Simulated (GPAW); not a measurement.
# Cr (I4/mmm) in GPAW: further runs

The runs below take Cr through single point, with PBEsol.

All numbers are computed with GPAW 26.7.0; they aren't measurements. Logs are shortened: lines on timing, memory, paths and dates and some standing lists are left out, and cuts for length are marked. The log counts tension as positive stress, the text compression.

## 1. Starting point

The structure is tetragonal, space group I4/mmm (No. 139). Conventional cell: a = 2.850 Å, b = 2.850 Å, c = 2.969 Å, α = 90.00°, β = 90.00°, γ = 90.00°. Cr (site symmetry 4/mmm) is surrounded by 12 Cr at 2.50 to 2.85 Å.

## 2. Single point, PBEsol, collinear spin, ferromagnetic start, 12.06 Å³/atom

File run.py:

```python
from ase import Atoms
from ase.dft.bandgap import bandgap
from ase.io import write
from ase.units import GPa
from gpaw import GPAW, PW, setup_paths

setup_paths.insert(0, '.')

atoms = Atoms(['Cr'],
              cell=[[-1.4250716905, 1.4250716905, 1.4844496776],
                    [1.4250716905, -1.4250716905, 1.4844496776],
                    [1.4250716905, 1.4250716905, -1.4844496776]],
              scaled_positions=[[0.0, 0.0, 0.0]],
              pbc=True)
atoms.set_initial_magnetic_moments([3.0])

calc = GPAW(mode=PW(600),
            xc='PBEsol',
            kpts={'size': (12, 12, 12), 'gamma': True},
            occupations={'name': 'fermi-dirac', 'width': 0.05},
            nbands=11,
            convergence={'density': 1e-05, 'energy': 1e-05},
            maxiter=150,
            txt='gpaw.txt')
atoms.calc = calc
energy = atoms.get_potential_energy()
forces = atoms.get_forces()
stress = atoms.get_stress()
calc.write('gs.gpw')
write('result.traj', atoms)
print(f'Energy: {energy:.6f} eV')
print('Forces (eV/A):')
print(forces.round(4))
print('Stress (GPa):', (stress / GPa).round(3))
print('Moments:', calc.get_magnetic_moments().round(3))
print('Fermi level:', round(calc.get_fermi_level(), 4), 'eV')
print(f'Gap: {bandgap(calc)[0]:.4f} eV, direct: {bandgap(calc, direct=True)[0]:.4f} eV')
```

Potentials or basis: PAW data sets generated in the run's folder for this functional, pw.

Command:

```sh
gpaw-setup -f PBEsol Cr
OMP_NUM_THREADS=1 python run.py
```

gpaw.txt:

```text
__  _  _
 | _ |_)|_||  |
 |__||  | ||/\| - 26.7.0

Input parameters:
  mode=PW(ecut=600.0),
  convergence={'density': 1e-05, 'energy': 1e-05},
  kpts=MonkhorstPack(size=(12, 12, 12), gamma=True),
  maxiter=150,
  nbands=11,
  occupations=Occupations(name='fermi-dirac', width=0.05),
  xc=XC(name='PBEsol')

Diagonalizing LCAO Hamiltonian
Converting LCAO to pw mode

       Cr

Atoms  # Å, Bohr magnetons
|   | symbol |        x |        y |        z |    initial magnetic moments |
|---|--------|----------|----------|----------|-----------------------------|
| 0 |     Cr | 0.000000 | 0.000000 | 0.000000 | ( 0.0000,  0.0000,  3.0000) |

Unit cell  # Å
| periodic |         x |         y |         z |  lengths |     angles |
|----------|-----------|-----------|-----------|----------|------------|
|      yes | -1.425072 |  1.425072 |  1.484450 | 2.503048 | 110.592332 |
|      yes |  1.425072 | -1.425072 |  1.484450 | 2.503048 | 110.592332 |
|      yes |  1.425072 |  1.425072 | -1.484450 | 2.503048 | 107.251540 |

Number of symmetries: 16
Symmetry operations  # r_c * U_cc + t_c -> r_c
|    | kind |            matrix            |
|----|------|------------------------------|
|  0 |  σ   |  1, 1, 1,  0, 0,-1,  0,-1, 0 |
|  1 |  C4  |  1, 1, 1,  0, 0,-1, -1, 0, 0 |
|  2 |  E   |  1, 0, 0,  0, 1, 0,  0, 0, 1 |
|  3 |  σ   |  1, 0, 0,  0, 1, 0, -1,-1,-1 |
|  4 |  σ   |  0, 1, 0,  1, 0, 0,  0, 0, 1 |
|  5 |  C2  |  0, 1, 0,  1, 0, 0, -1,-1,-1 |
|  6 |  C2  |  0, 0, 1, -1,-1,-1,  1, 0, 0 |
|  7 |  S4  |  0, 0, 1, -1,-1,-1,  0, 1, 0 |
|  8 |  C4  |  0, 0,-1,  1, 1, 1,  0,-1, 0 |
|  9 |  σ   |  0, 0,-1,  1, 1, 1, -1, 0, 0 |
| 10 |  σ   |  0,-1, 0, -1, 0, 0,  1, 1, 1 |
| 11 |  C2  |  0,-1, 0, -1, 0, 0,  0, 0,-1 |
| 12 |  C2  | -1, 0, 0,  0,-1, 0,  1, 1, 1 |
| 13 |  i   | -1, 0, 0,  0,-1, 0,  0, 0,-1 |
| 14 |  S4  | -1,-1,-1,  0, 0, 1,  1, 0, 0 |
| 15 |  C2  | -1,-1,-1,  0, 0, 1,  0, 1, 0 |

BZ-sampling:
  Number of BZ points: 1728
  Number of IBZ points: 163

  Monkhorst-Pack size: [12, 12, 12]
  Monkhorst-Pack shift: [0.041666666666666664, 0.041666666666666664, 0.041666666666666664]

K-points  # in reciprocal-cell coordinates
|     |                                coordinates |     weight |
|-----|--------------------------------------------|------------|
|   0 | ( -0.00000000,  -0.00000000,  -0.00000000) | 0.00057870 |
|   1 | (  0.08333333,  -0.08333333,  -0.00000000) | 0.00231481 |
|   2 | (  0.08333333,  -0.08333333,   0.08333333) | 0.00231481 |
|   3 | (  0.08333333,  -0.00000000,  -0.00000000) | 0.00462963 |
|   4 | (  0.08333333,   0.08333333,  -0.08333333) | 0.00115741 |
|   5 | (  0.16666667,  -0.16666667,  -0.00000000) | 0.00231481 |
|   6 | (  0.16666667,  -0.16666667,   0.08333333) | 0.00462963 |
|   7 | (  0.16666667,  -0.16666667,   0.16666667) | 0.00231481 |
|   8 | (  0.16666667,  -0.08333333,  -0.00000000) | 0.00925926 |
|   9 | (  0.16666667,  -0.08333333,   0.08333333) | 0.00462963 |
| ... |                                            |            |
| 162 | (  0.50000000,   0.50000000,   0.50000000) | 0.00057870 |

Plane wave coefficients: 414
Cutoff: 600.0 eV

Spin-components: 2 (collinear spins)
Bands:           11
Projectors:      6
Spin-degeneracy: 1
Datatype:        complex128

Parallelization:
  kpt:    1
  domain: 1
  band:   1

Density:
  Valence electrons: 6.0
  Components: 2
  Grid points: [15 15 15]
  Charge: 0.0  # |e|

Potential:
  Grid points: [15 15 15]

species:
  Cr:
    name:    Chromium
    Z:       24.0
    valence: 6
    core:    18
    charge:  0.0  # [|e|]
    compensation charges:
      type: gauss
      rc: 0.35  # [Å]
      lmax: 2
    cutoffs:
      filter: 2.14  # [Å]
      core: 3.04  # [Å]
    projectors
    | kind |    occ | energy [eV] | rcut [Å] |
    |------|--------|-------------|----------|
    |   4s |  1.000 |      -4.015 |    1.164 |
    |   4p |  0.000 |      -0.955 |    1.217 |
    |   3d |  5.000 |      -2.928 |    1.111 |
    |    s |        |      23.196 |    1.164 |
    |    p |        |      26.257 |    1.217 |
    |    d |        |      24.283 |    1.111 |

    Using partial waves for Cr as LCAO basis

Reference energy: -28553.124111  # eV

eigensolver:
[... 26 lines left out ...]
convergence criteria:
- Maximum integral of absolute [dens]ity change: 1e-05 electrons / valence electron
- Maximum [total energy] change in last 3 cyles: 1e-05 eV / valence electron
- Maximum integral of absolute [eigenst]ate change: 4e-08 eV^2 / valence electron
maximum number of iterations: 150

SCF iterations
|iter     | |      energy | eigst |  dens |  magmom |
|---------|-|-------------|-------|-------|---------|
|iter:   1| |   -9.029595 | -0.15 |       |  +2.9979|
|iter:   2| |   -9.071508 | -1.94 | -0.42 |  +2.9069|
|iter:   3| |   -9.910142 | -1.55 | -0.43 |  +1.0057|
|iter:   4| |  -10.001017 | -1.72 | -0.82 |  -0.4039|
|iter:   5| |  -10.011740 | -2.39 | -1.04 |  -0.0827|
|iter:   6| |  -10.015675 | -3.22 | -1.72 |  +0.0941|
|iter:   7| |  -10.016231 | -3.64 | -1.73 |  -0.0168|
|iter:   8| |  -10.016262 | -5.61 | -2.54 |  -0.0013|
|iter:   9| |  -10.016267c| -6.15 | -3.20 |  -0.0012|
|iter:  10| |  -10.016268c| -7.18 | -3.70 |  +0.0000|
|iter:  11| |  -10.016268c| -7.90c| -4.74 |  -0.0000|
|iter:  12| |  -10.016268c| -8.59c| -5.17c|  +0.0000|

Converged in 12 steps
Energy contributions relative to reference atoms: (reference = -28553.124111)

Energy contributions:
  Kinetic:         -20.575678
  Coulomb:          13.738236
  Zero:              0.211723
  External:          0.000000
  Xc:               -3.387727
  Entropy:          -0.005643
  Spinorbit:         0.000000
  ----------------------------
  Free energy:     -10.019089
  Extrapolated:    -10.016268

dipole moment: (-3.535200, -3.535200, -3.682500)  # |e|*Ang

Total magnetic moment: (0.000000, 0.000000, 0.000002)

Local magnetic moments
|        x |        y |        z |
|----------|----------|----------|
| 0.000000 | 0.000000 | 0.000002 |  # Cr   0

Fermi level: 10.480
Eigenvalues  # (at kpt = [-0.000, -0.000, -0.000])
| band index |      eig [eV] | occ [0-1] |      eig [eV] | occ [0-1] |
|------------|---------------|-----------|---------------|-----------|
|          0 |         2.855 |     1.000 |         2.855 |     1.000 |
|          1 |         9.579 |     1.000 |         9.579 |     1.000 |
|          2 |         9.579 |     1.000 |         9.579 |     1.000 |
|          3 |         9.881 |     1.000 |         9.881 |     1.000 |
|          4 |        11.368 |     0.000 |        11.368 |     0.000 |
|          5 |        11.679 |     0.000 |        11.679 |     0.000 |
|          6 |        22.172 |     0.000 |        22.172 |     0.000 |
|          7 |        22.191 |     0.000 |        22.191 |     0.000 |
|          8 |        22.191 |     0.000 |        22.191 |     0.000 |
|          9 |        32.325 |     0.000 |        32.325 |     0.000 |
|         10 |        32.747 |     0.000 |        32.748 |     0.000 |

No gap
No difference between direct/indirect transitions

Forces  # eV/Ang
|       x |       y |        z |
|---------|---------|----------|
| 0.00000 | 0.00000 | -0.00000 |  # Cr   0

Stress tensor  # eV/Ang^3
|         x |        y |         z |
|-----------|----------|-----------|
|  0.094459 | 0.000000 | -0.000000 |
|  0.000000 | 0.094459 |  0.000000 |
| -0.000000 | 0.000000 |  0.172714 |

# Writing to gs.gpw (mode='')
```

stdout:

```text
Energy: -10.016268 eV
Forces (eV/A):
[[ 0.  0. -0.]]
Stress (GPa): [15.134 15.134 27.672  0.    -0.     0.   ]
Moments: [0.]
Fermi level: 10.4802 eV
Gap: 0.0000 eV, direct: 0.0000 eV
```

It took 16 s on 1 thread of AMD EPYC 9R45 (Zen 5), shared host; peak memory 0.16 GiB.

Results:

| Property | Result |
| --- | --- |
| Free energy | -10.0191 eV |
| Pressure | -19.3 GPa |
| Band gap on the k mesh | none (metal or under the smearing width) |
| Net moment | 0.00 μB per cell |

Caveat: the density grid can change from cell to cell, which puts small steps into energies and stress; the starting moments collapsed, and a magnetic state may lie lower.

## 3. Single point, PBEsol, collinear spin, ferromagnetic start, 12.57 Å³/atom

run.py: that of step 2 with these lines changed.

```diff
@@ -9,5 +9,5 @@
 atoms = Atoms(['Cr'],
-              cell=[[-1.4250716905, 1.4250716905, 1.4844496776],
-                    [1.4250716905, -1.4250716905, 1.4844496776],
-                    [1.4250716905, 1.4250716905, -1.4844496776]],
+              cell=[[-1.454760684, 1.454760684, 1.4844496776],
+                    [1.454760684, -1.454760684, 1.4844496776],
+                    [1.454760684, 1.454760684, -1.4844496776]],
               scaled_positions=[[0.0, 0.0, 0.0]],
```

Potentials or basis: PAW data sets generated in the run's folder for this functional, pw.

Command:

```sh
gpaw-setup -f PBEsol Cr
OMP_NUM_THREADS=1 python run.py
```

Run time: 18 s. Hardware: 1 thread of AMD EPYC 9R45 (Zen 5), shared host; peak memory 0.16 GiB.

It converged, with:

```
Free energy            : -9.9570 eV
Pressure               : -26.8 GPa
Band gap on the k mesh : none (metal or under the smearing width)
Net moment             : 0.00 μB per cell
```

Caveat: the density grid can change from cell to cell, which puts small steps into energies and stress; the starting moments collapsed, and a magnetic state may lie lower.
